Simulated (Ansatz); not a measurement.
# Li2S: the cost of one run

Program: Ansatz 0.2.0. Level of theory: DFT LDA, scalar-relativistic. These are calculated values, not measurements.

## (1) Starting point

It takes space group Fm-3m (No. 225, cubic). Conventional cell: a = 5.708 Å, b = 5.708 Å, c = 5.708 Å, α = 90.00°, β = 90.00°, γ = 90.00°. Li (site symmetry -43m) has 4 S at 2.47 Å in its first shell of neighbours. S (site symmetry m-3m) has 8 Li at 2.47 Å in its first shell of neighbours.

Structure file:

```
CELL_PARAMETERS angstrom
0.00000 2.85400 2.85400
2.85400 0.00000 2.85400
2.85400 2.85400 0.00000
ATOMIC_POSITIONS crystal
Li 0.25000 0.25000 0.25000
Li 0.75000 0.75000 0.75000
S 0.00000 0.00000 0.00000
```

The structure is an experimental refinement, used without relaxation.

Atoms are numbered in the order of the input: Li1, Li2, S3.

## (2) Volume × 0.94, LAPW

input.yaml

```yaml
crystal:
  lattice:
    - [0.0, 2.7957387543, 2.7957387543]
    - [2.7957387543, 0.0, 2.7957387543]
    - [2.7957387543, 2.7957387543, 0.0]
  atoms:
    - { symbol: Li, position: [0.25, 0.25, 0.25] }
    - { symbol: Li, position: [0.75, 0.75, 0.75] }
    - { symbol: S, position: [0.0, 0.0, 0.0] }
kpoints:
  mp_grid: { grid: [7, 7, 7] }
  band_path:
    path:
      - [0.0, 0.0, 0.0]
      - [0.5, 0.0, 0.5]
      - [0.625, 0.25, 0.625]
      - [0.375, 0.375, 0.75]
      - [0.0, 0.0, 0.0]
      - [0.5, 0.5, 0.5]
      - [0.5, 0.25, 0.75]
      - [0.5, 0.0, 0.5]
    npoints: 5
scf:
  occupations: { method: fermi_dirac, width: 0.02 }
hamiltonian:
  xc: lda
  pseudopotentials: { kind: all_electron, lapw: { basis_error: 0.001 } }
output:
  forces: true
  stress: true
  eigenvalues: true
```

The run is started by

```sh
$ ansatz run input.yaml --threads 1 --pin off --max-ram 4096MiB --backend cpu --events-out ev --progress --plain --runs-dir out
```

**Question.** How long does this run take on 1 thread of Arm Neoverse V2, shared host, and how much memory does it need?

About 2.9 s, with a peak of 0.21 GiB.
